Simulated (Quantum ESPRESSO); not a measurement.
The system is GaP.

```
Ga P
1.0
     0.00000    2.72525    2.72525
     2.72525    0.00000    2.72525
     2.72525    2.72525    0.00000
Ga P
1 1
Direct
  0.00000 0.00000 0.00000
  0.75000 0.75000 0.75000
```

Base run:

| Property | Result |
| --- | --- |
| Program | Quantum ESPRESSO 7.5 |
| Functional | PBEsol |
| Potentials or basis | PseudoDojo 0.4.1 SR PBEsol standard |
| Cutoff | 1088 eV |
| Density cutoff | 4354 eV |
| k mesh | 6 × 6 × 6 |
| Occupations | fixed |
| Spin | no spin polarisation |

Its results: band gap on the k mesh, mean-field level 1.52 eV, indirect (least direct gap 1.74 eV).

Problem. The run is repeated on the same cell with these changes: functional from PBEsol to PBE; potentials or basis from PseudoDojo 0.4.1 SR PBEsol standard to PseudoDojo 0.4.1 SR PBE standard. What comes out?

Solution. Band gap on the k mesh, mean-field level 1.66 eV, indirect (least direct gap 1.82 eV).

A k mesh can miss the band edges.
